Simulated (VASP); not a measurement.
Set up this calculation in VASP 6.6.1, as the native input.

```yaml
Task: relaxation of cell and atoms
Functional: PBE
Dispersion: D3
Potentials_or_basis: VASP PAW PBE potentials, release 64 (Hf_pv, O)
Cutoff: 600 eV
k_mesh: 6 × 6 × 8
Occupations: fermi-dirac, width 0.05 eV
Spin: no spin polarisation
Further_INCAR_settings: ALGO = Fast; EDIFF = 1e-06; IBRION = 2; EDIFFG = -0.01; NSW = 60; ISIF = 3
```

The structure of HfO2 lies in POSCAR:

```
HfO2
1.0
    4.8135329900      0.0000000000      0.0000000000
    0.0000000000      4.8135329900      0.0000000000
    0.0000000000      0.0000000000      3.2054154100
Hf O
2 4
Direct
    0.5000000000      0.5000000000      0.5000000000
    0.0000000000      0.0000000000      0.0000000000
    0.8050448800      0.1949551200      0.5000000000
    0.6949551200      0.6949551200      0.0000000000
    0.3050448800      0.3050448800      0.0000000000
    0.1949551200      0.8050448800      0.5000000000
```

Measurements of this composition are mostly on another form, of space group No. 14.

The input as run:

INCAR

```
SYSTEM = HfO2
ALGO = Fast ; EDIFF = 1E-6
EDIFFG = -0.01 ; ENCUT = 600
GGA = PE ; IBRION = 2
ISIF = 3 ; ISMEAR = -1
IVDW = 11 ; LASPH = .True.
LCHARG = .False. ; LREAL = .False.
LWAVE = .False. ; NELM = 100
NSW = 60 ; PREC = Accurate
SIGMA = 0.05
```

KPOINTS

```
k-points
0
Gamma
  6 6 8
  0 0 0
```

Potentials or basis: VASP PAW PBE potentials, release 64 (Hf_pv, O).

Launch:

```bash
$ cat potpaw_PBE.64/Hf_pv/POTCAR potpaw_PBE.64/O/POTCAR > POTCAR
$ mpirun -np 1 vasp_std > vasp.out
```

Results of the run:

| Property | Result |
| --- | --- |
| Relaxed volume | 12.55 Å³/atom |
| Relaxed cell | a = 4.841 Å, b = 4.841 Å, c = 3.214 Å, α = 90.00°, β = 90.00°, γ = 90.00° |
| Space group after relaxing (to 0.05 Å) | P4_2/mnm (No. 136) |
| Energy gained by relaxing | 1.6 meV/atom |
| Ionic steps | 11 |
| Pressure after relaxing | 0.0 GPa |
| Band gap on the k mesh | 3.92 eV, direct |
| Dispersion energy per atom | -0.168 eV |

Caveat: spin-orbit coupling is left out, which moves the levels of the heavy elements.

Run time: 5.6 min on 1 thread of AMD EPYC 9R45 96-Core Processor (Zen 5), on a shared host, peak memory 0.26 GiB.
